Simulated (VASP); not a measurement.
**AgCl: single point with LDA**

The system is AgCl.

```
CELL_PARAMETERS angstrom
3.43397 0.00000 0.00000
0.00000 3.57133 0.00000
0.00000 0.00000 3.43397
ATOMIC_POSITIONS crystal
Ag 0.00000 0.00000 0.00000
Cl 0.50000 0.50000 0.50000
```

Measurements of this composition are mostly on another form, of space group No. 225.

The cell isn't the ideal one: strain +0.0400 x Voigt [0, 1, 0, 0, 0, 0], atoms carried along.

```json
{
 "Program": "VASP 6.6.1",
 "Task": "single point",
 "Functional": "LDA",
 "Potentials or basis": "VASP PAW LDA potentials, release 64 (Ag, Cl)",
 "Cutoff": "520 eV",
 "k mesh": "10 × 10 × 10",
 "Occupations": "gaussian, width 0.03 eV",
 "Spin": "no spin polarisation"
}
```

- Pressure: -8.7 GPa
- Band gap on the k mesh: 0.26 eV, indirect (least direct gap 1.56 eV)

Stress tensor (GPa, compression positive):
```
-8.19  0.00  0.00
 0.00 -9.82  0.00
 0.00  0.00 -8.19
```

Levels at points of the mesh, in eV from the valence-band top:
```
           k point  band 6  band 7  band 8  band 9  band 10  band 11  band 12  band 13
(0.00, 0.00, 0.00)   -1.79   -1.65   -1.30   -1.30     0.26     9.17     9.42    12.60
(0.50, 0.00, 0.00)   -1.78   -1.41   -0.08   -0.02     4.50     5.14     9.26     9.36
(0.00, 0.50, 0.00)   -1.75   -1.56    0.00    0.00     4.73     4.99     9.38     9.93
(0.50, 0.50, 0.00)   -2.09   -2.03   -1.55   -0.74     2.44     8.33     8.76    10.42
(0.50, 0.00, 0.50)   -2.13   -2.13   -1.50   -0.96     2.78     8.35     8.35    10.30
(0.50, 0.50, 0.50)   -1.49   -0.26   -0.26   -0.19     4.58     4.58     4.70     6.23
```

Run time: 29 s on 1 thread of Intel(R) Xeon(R) 6975P-C (Granite Rapids) (shared host), peak memory 0.19 GiB.

A k mesh can miss the band edges.
